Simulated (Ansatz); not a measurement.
## RuO2 with two functionals, strain tensor (xx, yy, zz, yz, xz, xy) = (+0.00, +1.99, −0.22, +1.41, +0.34, −1.01) %

Consider RuO₂ in the rutile structure (space group P4_2/mnm, No. 136; a = 4.523 Å, c = 3.119 Å). Axes: x, y, z lie along a, b, c of the conventional cell.

(Cell as relaxed with PBE.)

Levels (all Ansatz, an electronic-structure program, PAW): PBE (420 eV, no SOC); r2SCAN (500 eV, no spin-orbit coupling).

Each level relaxes its own structure.

```tsv
base	PBE	r2SCAN
volume per atom	10.64 Å³	10.39 Å³
lattice parameter a	4.523 Å	4.480 Å
band gap	zero	zero
```

One thing is altered: strain tensor (xx, yy, zz, yz, xz, xy) = (+0.00, +1.99, −0.22, +1.41, +0.34, −1.01) %; the atoms relax in the strained cell.

| quantity | PBE | r2SCAN |
|---|---|---|
| band gap | zero | … |
| energy relative to the base (free energy F) | +9.1 meV/atom | … |
| largest internal atomic displacement | 0.023 Å | … |

**Question.** What does r2SCAN give?

**Answer.** 
- band gap, r2SCAN: zero
- energy relative to the base (free energy F), r2SCAN: +9.8 meV/atom
- largest internal atomic displacement, r2SCAN: 0.024 Å

PBE's energy relative to the base lies 0.7 meV/atom below r2SCAN's; the two agree on the band gap. Neither level is exact; r2SCAN is the comparison here, not a measurement.

Without a gap, meshes like the base's 10×10×15 leave anisotropic stresses uncertain by several tenths of a GPa, and small strain energies with them. No phonon test of stability was made. Starting moments died away, wholly or in part, for the base; another magnetic solution may exist. No Hubbard U is applied, and correlation can decide whether such a compound is a metal. All final runs are without spin polarisation.
